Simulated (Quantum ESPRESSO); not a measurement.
# Al2Cu (P4/mmm) in Quantum ESPRESSO: reference runs, part 2 of 2

Quantum ESPRESSO 7.5. The steps go on from the part before.

### 3 Single point, PBE (atoms moved at random, drawn with an rms of 0.05 Å)

Contents of pw.in:

```
&CONTROL
  calculation = 'scf'
  prefix = 'pwscf'
  outdir = './tmp'
  pseudo_dir = './pseudo'
  tprnfor = .true.
  tstress = .true.
  disk_io = 'nowf'
/
&SYSTEM
  ibrav = 0
  nat = 3
  ntyp = 2
  ecutwfc = 55
  ecutrho = 440
  nbnd = 15
  occupations = 'smearing'
  smearing = 'fd'
  degauss = 0.00367493
/
&ELECTRONS
  conv_thr = 6d-10
  electron_maxstep = 120
  mixing_beta = 0.5
/
ATOMIC_SPECIES
Cu    63.5460 Cu.paw.z_11.ld1.psl.v1.0.0-low.upf
Al    26.9815 Al.pbe-n-kjpaw_psl.1.0.0.UPF
CELL_PARAMETERS angstrom
   4.1051820000    0.0000000000    0.0000000000
   0.0000000000    4.1051820000    0.0000000000
   0.0000000000    0.0000000000    2.8913130000
ATOMIC_POSITIONS crystal
Cu    -0.0039700000    0.0061610000    0.0024120000
Al     0.0093760000    0.4970560000    0.4682290000
Al     0.5060070000   -0.0098690000    0.4975350000
K_POINTS automatic
7 7 9 0 0 0
```

Potentials or basis: SSSP 1.3 efficiency PBE.

Launch:

```
> OMP_NUM_THREADS=1 pw.x -in pw.in > pw.out
```

pw.out:

```text
This program is part of the open-source Quantum ESPRESSO suite
     for quantum simulation of materials; please cite
         "P. Giannozzi et al., J. Phys.:Condens. Matter 21 395502 (2009);
         "P. Giannozzi et al., J. Phys.:Condens. Matter 29 465901 (2017);
         "P. Giannozzi et al., J. Chem. Phys. 152 154105 (2020);
     in publications or presentations arising from this work. More details at

     file Cu.paw.z_11.ld1.psl.v1.0.0-low.upf: wavefunction(s)  4S 3D renormalized
     file Al.pbe-n-kjpaw_psl.1.0.0.UPF: wavefunction(s)  3S 3P renormalized

     G-vector sticks info
     --------------------
     sticks:   dense  smooth     PW     G-vecs:    dense   smooth      PW
     Sum        2093    1049    317                51281    18153    2987

     Using Slab Decomposition

     bravais-lattice index     =            0
     lattice parameter (alat)  =       7.7577  a.u.
     unit-cell volume          =     328.8187 (a.u.)^3
     number of atoms/cell      =            3
     number of atomic types    =            2
     number of electrons       =        17.00
     number of Kohn-Sham states=           15
     kinetic-energy cutoff     =      55.0000  Ry
     charge density cutoff     =     440.0000  Ry
     scf convergence threshold =      6.0E-10
     mixing beta               =       0.5000
     number of iterations used =            8  plain     mixing
     Exchange-correlation= SLA  PW   PBX  PBC
                           (   1   4   3   4   0   0   0)

     celldm(1)=   7.757670  celldm(2)=   0.000000  celldm(3)=   0.000000
     celldm(4)=   0.000000  celldm(5)=   0.000000  celldm(6)=   0.000000

     crystal axes: (cart. coord. in units of alat)
               a(1) = (   1.000000   0.000000   0.000000 )
               a(2) = (   0.000000   1.000000   0.000000 )
               a(3) = (   0.000000   0.000000   0.704308 )

     reciprocal axes: (cart. coord. in units 2 pi/alat)
               b(1) = (  1.000000  0.000000  0.000000 )
               b(2) = (  0.000000  1.000000  0.000000 )
               b(3) = (  0.000000  0.000000  1.419833 )

     PseudoPot. # 1 for Cu read from file:
     Cu.paw.z_11.ld1.psl.v1.0.0-low.upf
     Pseudo is Projector augmented-wave + core cor, Zval = 11.0
     Generated using &quot;atomic&quot; code by A. Dal Corso  v.6.3MaX
     Shape of augmentation charge: PSQ
     Using radial grid of 1199 points,  6 beta functions with:
                l(1) =   0
                l(2) =   0
                l(3) =   1
                l(4) =   1
                l(5) =   2
                l(6) =   2
     Q(r) pseudized with 0 coefficients

     PseudoPot. # 2 for Al read from file:
     Al.pbe-n-kjpaw_psl.1.0.0.UPF
     Pseudo is Projector augmented-wave + core cor, Zval =  3.0
     Generated using "atomic" code by A. Dal Corso  v.5.1
     Shape of augmentation charge: PSQ
     Using radial grid of 1135 points,  6 beta functions with:
                l(1) =   0
                l(2) =   0
                l(3) =   1
                l(4) =   1
                l(5) =   2
                l(6) =   2
     Q(r) pseudized with 0 coefficients

     atomic species   valence    mass     pseudopotential
     Cu               11.00    63.54600     Cu( 1.00)
     Al                3.00    26.98150     Al( 1.00)

     No symmetry found

   Cartesian axes

     site n.     atom                  positions (alat units)
         1        Cu     tau(   1) = (  -0.0039700   0.0061610   0.0016988  )
         2        Al     tau(   2) = (   0.0093760   0.4970560   0.3297775  )
         3        Al     tau(   3) = (   0.5060070  -0.0098690   0.3504179  )

     number of k points=   221  Fermi-Dirac smearing, width (Ry)=  0.0037

     Number of k-points >= 100: set verbosity='high' to print them.

     Dense  grid:    51281 G-vectors     FFT dimensions: (  54,  54,  40)

     Smooth grid:    18153 G-vectors     FFT dimensions: (  40,  40,  25)

     Initial potential from superposition of free atoms

     starting charge      16.9952, renormalised to      17.0000
     Starting wfcs are   17 randomized atomic wfcs

     Self-consistent Calculation

     iteration #  1     ecut=    55.00 Ry     beta= 0.50
     Davidson diagonalization with overlap
     ethr =  1.00E-02,  avg # of iterations =  5.8

     total energy              =    -292.02533650 Ry
     estimated scf accuracy    <       0.17814462 Ry

     iteration #  2     ecut=    55.00 Ry     beta= 0.50
     Davidson diagonalization with overlap
     ethr =  1.05E-03,  avg # of iterations =  2.6

     total energy              =    -292.05342677 Ry
     estimated scf accuracy    <       0.39451610 Ry

     iteration #  3     ecut=    55.00 Ry     beta= 0.50
     Davidson diagonalization with overlap
     ethr =  1.05E-03,  avg # of iterations =  2.2

     total energy              =    -292.10591050 Ry
     estimated scf accuracy    <       0.00238997 Ry

     iteration #  4     ecut=    55.00 Ry     beta= 0.50
     Davidson diagonalization with overlap
     ethr =  1.41E-05,  avg # of iterations =  7.2

     total energy              =    -292.10617224 Ry
     estimated scf accuracy    <       0.00101035 Ry

     iteration #  5     ecut=    55.00 Ry     beta= 0.50
     Davidson diagonalization with overlap
     ethr =  5.94E-06,  avg # of iterations =  2.2

     total energy              =    -292.10635462 Ry
     estimated scf accuracy    <       0.00051170 Ry

     iteration #  6     ecut=    55.00 Ry     beta= 0.50
     Davidson diagonalization with overlap
     ethr =  3.01E-06,  avg # of iterations =  1.4

     total energy              =    -292.10644440 Ry
     estimated scf accuracy    <       0.00001681 Ry

     iteration #  7     ecut=    55.00 Ry     beta= 0.50
     Davidson diagonalization with overlap
     ethr =  9.89E-08,  avg # of iterations =  2.2

     total energy              =    -292.10644959 Ry
     estimated scf accuracy    <       0.00000261 Ry

     iteration #  8     ecut=    55.00 Ry     beta= 0.50
     Davidson diagonalization with overlap
     ethr =  1.54E-08,  avg # of iterations =  2.0

     total energy              =    -292.10645008 Ry
     estimated scf accuracy    <          5.8E-09 Ry

     iteration #  9     ecut=    55.00 Ry     beta= 0.50
     Davidson diagonalization with overlap
     ethr =  3.40E-11,  avg # of iterations =  6.0

     total energy              =    -292.10645012 Ry
     estimated scf accuracy    <          1.6E-09 Ry

     iteration # 10     ecut=    55.00 Ry     beta= 0.50
     Davidson diagonalization with overlap
     ethr =  9.57E-12,  avg # of iterations =  2.0

     total energy              =    -292.10645012 Ry
     estimated scf accuracy    <          7.7E-10 Ry

     iteration # 11     ecut=    55.00 Ry     beta= 0.50
     Davidson diagonalization with overlap
     ethr =  4.55E-12,  avg # of iterations =  2.0

     End of self-consistent calculation

     Number of k-points >= 100: set verbosity='high' to print the bands.

     the Fermi energy is     8.3218 ev

!    total energy              =    -292.10645012 Ry
     total all-electron energy =     -4281.271779 Ry
     estimated scf accuracy    <          4.9E-11 Ry
     smearing contrib. (-TS)   =      -0.00088140 Ry
     internal energy E=F+TS    =    -292.10556872 Ry

     The total energy is F=E-TS. E is the sum of the following terms:
     one-electron contribution =     -68.14463311 Ry
     hartree contribution      =      51.61699065 Ry
     xc contribution           =     -49.74290233 Ry
     ewald contribution        =     -66.60447095 Ry
     one-center paw contrib.   =    -159.23055298 Ry

     convergence has been achieved in  11 iterations

     Forces acting on atoms (cartesian axes, Ry/au):

     atom    1 type  1   force =     0.01008892   -0.00939874   -0.01286495
     atom    2 type  2   force =    -0.00036761    0.00789701    0.01195408
     atom    3 type  2   force =    -0.00972131    0.00150173    0.00091087

     Total force =     0.025664     Total SCF correction =     0.000002

     Computing stress (Cartesian axis) and pressure

          total   stress  (Ry/bohr**3)                   (kbar)     P=        7.05
   0.00005635   0.00000478  -0.00000010            8.29        0.70       -0.01
   0.00000478   0.00008660   0.00002325            0.70       12.74        3.42
  -0.00000010   0.00002325   0.00000092           -0.01        3.42        0.13

=------------------------------------------------------------------------------=
   JOB DONE.
=------------------------------------------------------------------------------=
```

It took 2.6 min on 1 thread of Intel Xeon Platinum 8259CL at 2.50GHz (Skylake/Cascade Lake), shared host; peak memory 0.33 GiB.

What came out:

```yaml
Free_energy: -3974.3107 eV
Pressure: 0.7 GPa
Largest_force: 0.485 eV/Å
Band_gap_on_the_k_mesh: none (metal or under the smearing width)
```

Forces on the atoms (eV/Å):
```
Cu   0.259 -0.242 -0.331
Al  -0.009  0.203  0.307
Al  -0.250  0.039  0.023
```

Stress tensor (GPa, compression positive):
```
0.83 0.07 0.00
0.07 1.27 0.34
0.00 0.34 0.01
```

### 4 Single point, PBE, 15.27 Å³/atom

Contents of pw.in:

```
&CONTROL
  calculation = 'scf'
  prefix = 'pwscf'
  outdir = './tmp'
  pseudo_dir = './pseudo'
  tprnfor = .true.
  tstress = .true.
  disk_io = 'nowf'
/
&SYSTEM
  ibrav = 0
  nat = 3
  ntyp = 2
  ecutwfc = 55
  ecutrho = 440
  nbnd = 15
  occupations = 'smearing'
  smearing = 'fd'
  degauss = 0.00367493
/
&ELECTRONS
  conv_thr = 6d-10
  electron_maxstep = 120
  mixing_beta = 0.5
/
ATOMIC_SPECIES
Cu    63.5460 Cu.paw.z_11.ld1.psl.v1.0.0-low.upf
Al    26.9815 Al.pbe-n-kjpaw_psl.1.0.0.UPF
CELL_PARAMETERS angstrom
   4.0213792609    0.0000000000    0.0000000000
   0.0000000000    4.0213792609    0.0000000000
   0.0000000000    0.0000000000    2.8322900507
ATOMIC_POSITIONS crystal
Cu     0.0000000000    0.0000000000    0.0000000000
Al     0.0000000000    0.5000000000    0.5000000000
Al     0.5000000000    0.0000000000    0.5000000000
K_POINTS automatic
7 7 9 0 0 0
```

Launch:

```
> OMP_NUM_THREADS=1 pw.x -in pw.in > pw.out
```

It took 52 s on 1 thread of Intel Xeon Platinum 8259CL at 2.50GHz (Skylake/Cascade Lake), shared host; peak memory 0.23 GiB.

The run converged. Its results:

- Free energy: -3974.2695 eV
- Pressure: 7.0 GPa
- Band gap on the k mesh: none (metal or under the smearing width)

### 5 Single point, PBE, 15.59 Å³/atom

pw.in: that of step 4 with these lines changed.

```diff
@@ -29,5 +29,5 @@
 CELL_PARAMETERS angstrom
-   4.0213792609    0.0000000000    0.0000000000
-   0.0000000000    4.0213792609    0.0000000000
-   0.0000000000    0.0000000000    2.8322900507
+   4.0496997663    0.0000000000    0.0000000000
+   0.0000000000    4.0496997663    0.0000000000
+   0.0000000000    0.0000000000    2.8522364125
 ATOMIC_POSITIONS crystal
```

Launch:

```
> OMP_NUM_THREADS=1 pw.x -in pw.in > pw.out
```

It took 57 s on 1 thread of Intel Xeon Platinum 8259CL at 2.50GHz (Skylake/Cascade Lake), shared host; peak memory 0.23 GiB.

The run converged. Its results:

```yaml
Free_energy: -3974.3054 eV
Pressure: 4.6 GPa
Band_gap_on_the_k_mesh: none (metal or under the smearing width)
```

### 6 Single point, PBE, 15.92 Å³/atom

pw.in: that of step 5 with these lines changed.

```diff
@@ -29,5 +29,5 @@
 CELL_PARAMETERS angstrom
-   4.0496997663    0.0000000000    0.0000000000
-   0.0000000000    4.0496997663    0.0000000000
-   0.0000000000    0.0000000000    2.8522364125
+   4.0776296128    0.0000000000    0.0000000000
+   0.0000000000    4.0776296128    0.0000000000
+   0.0000000000    0.0000000000    2.8719076301
 ATOMIC_POSITIONS crystal
```

Potentials or basis: SSSP 1.3 efficiency PBE.

Launch:

```
> OMP_NUM_THREADS=1 pw.x -in pw.in > pw.out
```

Run time: 55 s. Hardware: 1 thread of Intel Xeon Platinum 8259CL at 2.50GHz (Skylake/Cascade Lake), shared host; peak memory 0.24 GiB.

Results (log left out):

| Quantity | Value |
| --- | --- |
| Free energy | -3974.3272 eV |
| Pressure | 2.4 GPa |
| Band gap on the k mesh | none (metal or under the smearing width) |

### 7 Single point, PBE, 16.24 Å³/atom

pw.in: that of step 6 with these lines changed.

```diff
@@ -29,5 +29,5 @@
 CELL_PARAMETERS angstrom
-   4.0776296128    0.0000000000    0.0000000000
-   0.0000000000    4.0776296128    0.0000000000
-   0.0000000000    0.0000000000    2.8719076301
+   4.1051820000    0.0000000000    0.0000000000
+   0.0000000000    4.1051820000    0.0000000000
+   0.0000000000    0.0000000000    2.8913130000
 ATOMIC_POSITIONS crystal
```

Launch:

```
> OMP_NUM_THREADS=1 pw.x -in pw.in > pw.out
```

Wall time 61 s (1 thread of Intel Xeon Platinum 8259CL at 2.50GHz (Skylake/Cascade Lake), shared host); peak memory 0.24 GiB.

It converged, with:

- Free energy: -3974.3364 eV
- Pressure: 0.4 GPa
- Band gap on the k mesh: none (metal or under the smearing width)

### 8 Single point, PBE, 16.57 Å³/atom

pw.in: that of step 7 with these lines changed.

```diff
@@ -29,5 +29,5 @@
 CELL_PARAMETERS angstrom
-   4.1051820000    0.0000000000    0.0000000000
-   0.0000000000    4.1051820000    0.0000000000
-   0.0000000000    0.0000000000    2.8913130000
+   4.1323694281    0.0000000000    0.0000000000
+   0.0000000000    4.1323694281    0.0000000000
+   0.0000000000    0.0000000000    2.9104613262
 ATOMIC_POSITIONS crystal
```

Potentials or basis: SSSP 1.3 efficiency PBE.

Launch:

```
> OMP_NUM_THREADS=1 pw.x -in pw.in > pw.out
```

pw.out:

```text
This program is part of the open-source Quantum ESPRESSO suite
     for quantum simulation of materials; please cite
         "P. Giannozzi et al., J. Phys.:Condens. Matter 21 395502 (2009);
         "P. Giannozzi et al., J. Phys.:Condens. Matter 29 465901 (2017);
         "P. Giannozzi et al., J. Chem. Phys. 152 154105 (2020);
     in publications or presentations arising from this work. More details at

     file Cu.paw.z_11.ld1.psl.v1.0.0-low.upf: wavefunction(s)  4S 3D renormalized
     file Al.pbe-n-kjpaw_psl.1.0.0.UPF: wavefunction(s)  3S 3P renormalized
     Message from routine setup:
     using ibrav=0 with symmetry is DISCOURAGED, use correct ibrav instead

     G-vector sticks info
     --------------------
     sticks:   dense  smooth     PW     G-vecs:    dense   smooth      PW
     Sum        2129    1069    325                52245    18421    3019

     Using Slab Decomposition

[... 216 lines left out ...]

    -2.3183   2.7913   3.3287   3.9657   4.1541   4.1541   5.7531   5.7531
     7.9411   9.0010  13.9475  14.1630  14.1630  15.0826  15.1596
[... 243 lines left out ...]
     2.5628   2.6579   3.8857   3.9161   4.0588   4.2677   5.6813   5.7700
     6.9834   7.7403   8.3395   8.7857  11.0721  18.7267  19.8941

     the Fermi energy is     8.0973 ev

!    total energy              =    -292.10819983 Ry
     total all-electron energy =     -4281.273529 Ry
     estimated scf accuracy    <          3.2E-10 Ry
     smearing contrib. (-TS)   =      -0.00089589 Ry
     internal energy E=F+TS    =    -292.10730394 Ry

     The total energy is F=E-TS. E is the sum of the following terms:
     one-electron contribution =     -68.83613878 Ry
     hartree contribution      =      51.84592647 Ry
     xc contribution           =     -49.71297605 Ry
     ewald contribution        =     -66.18025527 Ry
     one-center paw contrib.   =    -159.22386031 Ry

     convergence has been achieved in  11 iterations

     Forces acting on atoms (cartesian axes, Ry/au):

     atom    1 type  1   force =     0.00000000    0.00000000    0.00000000
     atom    2 type  2   force =     0.00000000    0.00000000    0.00000000
     atom    3 type  2   force =     0.00000000    0.00000000    0.00000000

     Total force =     0.000000     Total SCF correction =     0.000000

     Computing stress (Cartesian axis) and pressure

          total   stress  (Ry/bohr**3)                   (kbar)     P=      -13.02
  -0.00006681   0.00000000   0.00000000           -9.83        0.00        0.00
   0.00000000  -0.00006681   0.00000000            0.00       -9.83        0.00
   0.00000000   0.00000000  -0.00013198            0.00        0.00      -19.42

=------------------------------------------------------------------------------=
   JOB DONE.
=------------------------------------------------------------------------------=
```

Wall time 59 s (1 thread of Intel Xeon Platinum 8259CL at 2.50GHz (Skylake/Cascade Lake), shared host); peak memory 0.24 GiB.

What came out:

```yaml
Free_energy: -3974.3345 eV
Pressure: -1.3 GPa
Band_gap_on_the_k_mesh: none (metal or under the smearing width)
```

### 9 Single point, PBE, 16.89 Å³/atom

pw.in: that of step 8 with these lines changed.

```diff
@@ -29,5 +29,5 @@
 CELL_PARAMETERS angstrom
-   4.1323694281    0.0000000000    0.0000000000
-   0.0000000000    4.1323694281    0.0000000000
-   0.0000000000    0.0000000000    2.9104613262
+   4.1592037477    0.0000000000    0.0000000000
+   0.0000000000    4.1592037477    0.0000000000
+   0.0000000000    0.0000000000    2.9293609553
 ATOMIC_POSITIONS crystal
```

Potentials or basis: SSSP 1.3 efficiency PBE.

Launch:

```
> OMP_NUM_THREADS=1 pw.x -in pw.in > pw.out
```

Run time: 65 s. Hardware: 1 thread of Intel Xeon Platinum 8259CL at 2.50GHz (Skylake/Cascade Lake), shared host; peak memory 0.25 GiB.

Results (log left out):

```yaml
Free_energy: -3974.3226 eV
Pressure: -2.8 GPa
Band_gap_on_the_k_mesh: none (metal or under the smearing width)
```

### 10 Single point, PBE, 17.22 Å³/atom

pw.in: that of step 9 with these lines changed.

```diff
@@ -29,5 +29,5 @@
 CELL_PARAMETERS angstrom
-   4.1592037477    0.0000000000    0.0000000000
-   0.0000000000    4.1592037477    0.0000000000
-   0.0000000000    0.0000000000    2.9293609553
+   4.1856962056    0.0000000000    0.0000000000
+   0.0000000000    4.1856962056    0.0000000000
+   0.0000000000    0.0000000000    2.9480198084
 ATOMIC_POSITIONS crystal
```

Launch:

```
> OMP_NUM_THREADS=1 pw.x -in pw.in > pw.out
```

Run time: 59 s. Hardware: 1 thread of Intel Xeon Platinum 8259CL at 2.50GHz (Skylake/Cascade Lake), shared host; peak memory 0.26 GiB.

The run converged. Its results:

- Free energy: -3974.3018 eV
- Pressure: -4.2 GPa
- Band gap on the k mesh: none (metal or under the smearing width)

### 11 Equation of state, PBE

No new run: the results of the series are fitted here.

Results:

| Property | Result |
| --- | --- |
| Equilibrium volume | 16.34 Å³/atom |
| Bulk modulus at fixed shape and positions | 89 GPa |
| Pressure derivative of the bulk modulus | 4.8 |

Energy against volume, from the lowest point:
```
volume (Å³/atom)  energy (meV/atom)
          15.267              22.33
          15.592              10.35
          15.917               3.09
          16.242               0.00
          16.567               0.64
          16.892               4.61
          17.216              11.54
```

Caveat: the cell was scaled at fixed shape and fractional positions, which overstates the stiffness of a crystal with free parameters, most of all of layers and chains.

### 12 Summary

| task | cell | gap on the mesh (eV) | pressure (GPa) |
| --- | --- | --- | --- |
| single point | as given | none | 0.4 |
| single point | atoms moved at random, drawn with an rms of 0.05 Å | none | 0.7 |
| equation of state | as given | - | - |

Alike in all rows: level PBE; potentials or basis SSSP 1.3 efficiency PBE; no spin polarisation; k mesh 7 × 7 × 9; cutoff (eV) 748; smearing fermi-dirac 0.05 eV.

Caveats: the cell was scaled at fixed shape and fractional positions, which overstates the stiffness of a crystal with free parameters, most of all of layers and chains (some runs).

Absolute energies hang on the potentials; compare differences alone.
